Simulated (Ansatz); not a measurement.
# YN: the change of pressure with volume scale

Results calculated with Ansatz 0.2.0, not measured. Periodic Kohn-Sham DFT of a crystal at fixed atoms, scaled to volume_scale times the given cell; pressure positive in compression, energy less spherical unpolarised free atoms, largest_vzz the field gradient of largest size among the nuclei.

The cell before it is scaled or strained (space group Fm-3m, No. 225):
```
YN
1.0
      0.0000     2.4385     2.4385
      2.4385     0.0000     2.4385
      2.4385     2.4385     0.0000
Y N
1 1
Direct
  0.00000 0.00000 0.00000
  0.50000 0.50000 0.50000
```

Settings of every row: method all-electron PAW; functional LDA; relativity scalar; k mesh 9x9x9; filling fermi-dirac; smearing width 0.03 eV; nucleus gaussian.

Atom start moment: 0 on all atoms.

Limits: small gap, it may come from the mesh.

| row | volume scale | V (Å³/atom) | pressure (GPa) |
| --- | --- | --- | --- |
| 1 | 0.94 | 13.63 | 5.186 |
| 2 | 0.9405 | 13.637 | 5.078 |
| 3 | 0.96 | 13.92 | 1.086 |
| 4 | 0.98 | 14.21 | ? |
| 5 | 0.99 | 14.355 | -4.301 |
| 6 | 1 | 14.5 | -5.914 |
| 7 | 1.01 | 14.645 | -7.443 |
| 8 | 1.02 | 14.79 | -8.892 |
| 9 | 1.04 | 15.08 | -11.566 |
| 10 | 1.06 | 15.37 | -13.965 |

Question: what pressure should row 4 give?

Worked fit of pressure. Take u = (V_r/V)^(2/3) − 1 with V_r = 14.5 Å³ an atom, which is twice the finite (Eulerian) strain; such expansions in the strain, on which the Birch-Murnaghan equation of state is built, carry the rest volume and the bulk modulus. The shown rows have u = 0.04211, 0.04176, 0.02759, 0.00672, 0, -0.00661, -0.01311, -0.02581, -0.0381. Least squares give pressure = −5.9141 + 235.536 × u + 649.63 × u² + 359 × u³ GPa; a parabola predicts inner rows, each left out in turn, worse (root mean square 0.0052 against 0.0022 GPa). The rows lie off it by 0.003, -0.003, 0.000, 0.001, 0.000, 0.000, -0.001, 0.001, 0.000. The pressure vanishes at u = 0.0236, or V = 14 Å³ an atom, and there the bulk modulus at fixed shape and fractions is B = −V dP/dV = (2/3)(1 + u) dP/du = 182 GPa. The withheld row has u = 0.01356, so the fit gives −5.9141 + 235.536 × (0.01356) + 649.63 × (0.01356)² + 359 × (0.01356)³ = -2.600 GPa.

The calculation gave -2.6 GPa. The fit meets it to the printed digit.
